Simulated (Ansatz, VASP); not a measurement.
# Rh in VASP and in Ansatz

The input POSCAR:

```
Rh
1.0
    0.0000000000      1.8978500000      1.8978500000
    1.8978500000      0.0000000000      1.8978500000
    1.8978500000      1.8978500000      0.0000000000
Rh
1
Direct
    0.0000000000      0.0000000000      0.0000000000
```

The input INCAR.step1:

```
PREC     = Accurate       # precision mode
ENCUT    = 520            # plane-wave cutoff, eV
ISMEAR   = -1             # smearing method
SIGMA    = 0.05           # smearing width, eV
LREAL    = F              # projectors in reciprocal space
LASPH    = T              # aspherical terms in the spheres
NELM     = 80             # most SCF steps
NBANDS   = 14             # bands
GGA      = PE             # functional
ALGO     = Normal         # electronic algorithm
EDIFF    = 1E-4           # SCF threshold, eV
LWAVE    = T              # write WAVECAR
LCHARG   = F              # write CHGCAR
```

The input INCAR.step2:

```
PREC     = Accurate       # precision mode
ENCUT    = 520            # plane-wave cutoff, eV
EDIFF    = 1E-7           # SCF threshold, eV
ISMEAR   = -1             # smearing method
SIGMA    = 0.05           # smearing width, eV
LREAL    = F              # projectors in reciprocal space
LASPH    = T              # aspherical terms in the spheres
NELM     = 80             # most SCF steps
ALGO     = Normal         # electronic algorithm
ISIF     = 2              # what is computed and relaxed
LWAVE    = F              # write WAVECAR
LCHARG   = F              # write CHGCAR
METAGGA  = R2SCAN         # meta-GGA
LMIXTAU  = T            
NBANDS   = 14             # bands
ISTART   = 1
```

KPOINTS

```
regular mesh
0
Gamma
  7 7 7
```

Contents of input.yaml:

```yaml
crystal:
  lattice:
    - [0.0, 1.89785, 1.89785]
    - [1.89785, 0.0, 1.89785]
    - [1.89785, 1.89785, 0.0]
  atoms:
    - { symbol: Rh, position: [0.0, 0.0, 0.0] }
hamiltonian:
  xc: r2scan
  pseudopotentials: { kind: paw }
kpoints:
  mp_grid: { grid: [7, 7, 7] }
scf:
  occupations: { method: fermi_dirac, width: 0.05 }
  n_extra_bands: 6
output:
  forces: true
  stress: true
  eigenvalues: true
  dos: { projected: true, de: 0.05, nscf_kmesh: { grid: [11, 11, 11] } }
  write_density: true
  write_potential: true
  elf: true
  volumetric_format: npy
```

Alike in both runs: functional r2SCAN; k mesh 7 × 7 × 7; occupations fermi-dirac, width 0.05 eV; no spin polarisation.

|  | VASP | Ansatz |
| --- | --- | --- |
| version | VASP 6.6.1 | Ansatz 0.2.0 |
| potentials or method | VASP PAW PBE potentials, release 64 (Rh_pv) | Ansatz PAW |
| plane-wave cutoff (eV) | 520 | 500 |
| valence electrons in the cell | 15 | 17 |
| task | single point | projected density of states |

VASP gave:

| Item | Value |
| --- | --- |
| gap on the k mesh at the Fermi level (eV) | none |
| pressure (GPa) | 1.2 |

**Question.** Which values does Ansatz return?

**Answer.** gap on the k mesh at the Fermi level (eV): none; pressure (GPa): 0.0.

A gap of «none» marks a metal or a gap that the smearing closes. The functional is the same, so the differences come from potentials, cutoffs and numerics. The two sets of potentials don't hold the same shells in valence.

Caveats: the k mesh is coarse (spacing up to 0.41 Å⁻¹), so the values aren't converged; the PAW data sets were made with another functional, which shifts forces and pressure a little (VASP); the PAW data sets come from PBE, with cores solved anew for the run's functional, which leaves a small shift of forces and pressure (Ansatz); the density of states is complete only up to the lowest level of the last band computed (Ansatz).
